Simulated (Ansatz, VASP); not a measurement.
**GaAs: VASP beside Ansatz**

```
Ga As
1.0
     0.00000    2.83309    2.77642
     2.83309    0.00000    2.77642
     2.83309    2.83309    0.00000
Ga As
1 1
Direct
  0.00000 0.00000 0.00000
  0.25000 0.25000 0.25000
```

Change from the starting cell: uniaxial_z strain -2.0%.

Alike in both runs: task single point; functional r2SCAN; k mesh 8 × 8 × 8; no spin polarisation.

```csv
,VASP,Ansatz
version,VASP 6.6.1,Ansatz 0.2.0
potentials or method,"VASP PAW PBE potentials, release 64 (Ga_d, As)","plane waves, PAW"
plane-wave cutoff (eV),520,500
occupations,"gaussian, width 0.01 eV",fixed
valence electrons in the cell,18,28
```

```csv
,VASP,Ansatz,Ansatz less VASP
gap on the k mesh at the Fermi level (eV),1.02,1.04,+0.019
pressure (GPa),1.7,1.5,-0.15
largest component of the traceless stress (GPa),0.89,0.88,-0.011
```

The two sets of potentials don't hold the same shells in valence.

Caveats: the PAW data sets were made with another functional, which shifts forces and pressure a little (VASP). A k mesh can miss the band edges.
